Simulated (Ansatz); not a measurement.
**Be2C: elastic constants from stress and strain**

```yaml
crystal:
  lattice:
    - [0.00000, 2.16500, 2.16500]
    - [2.16500, 0.00000, 2.16500]
    - [2.16500, 2.16500, 0.00000]
  atoms:
    - { symbol: Be, position: [0.25000, 0.25000, 0.25000] }
    - { symbol: Be, position: [0.75000, 0.75000, 0.75000] }
    - { symbol: C, position: [0.00000, 0.00000, 0.00000] }
```

Atom numbers follow the list: Be1, Be2, C3.

The conventional cell has a = 4.330 Å, b = 4.330 Å, c = 4.330 Å, α = 90.00°, β = 90.00°, γ = 90.00°. Be (atom 1) has 4 C at 1.87 Å as nearest neighbours. C (atom 3) is surrounded by 8 Be at 1.87 Å.

The cell comes from COD entry 9009053, which wasn't checked; take it as a given geometry.

All numbers below come from DFT, LDA, all-electron LAPW, scalar-relativistic in Ansatz 0.2.0.

The runs use a Γ-centred 14×14×14 k mesh, Fermi–Dirac smearing of 0.08 eV, basis error target 0.5 meV/atom, no spin polarisation.

The unstrained cell is at -8.77 GPa. Large strains and very small stresses are left out. Each strain is applied once, with fractional coordinates held (clamped ions), and σ below is the change of stress, positive in tension. One finite strain gives stress–strain coefficients at this pressure with an error of the order of the strain times third-order constants, a few per cent for each per cent of strain.

(1) With equal xy, yz and zx engineering shear strains of -1 %, the run gives σxy = -2.05 GPa and γxy = 2εxy = -0.0100. Which stiffness follows?

(2) Estimate the stiffness probed by this change, and the stress that it gives: equal xy, yz and zx engineering shear strains of +1 %.

Answers

(1) C44 (clamped ions) = σxy/γxy = 205 GPa.

(2) σxy = 1.99 GPa and γxy = 2εxy = 0.0100, so C44 (clamped ions) = σxy/γxy = 199 GPa.
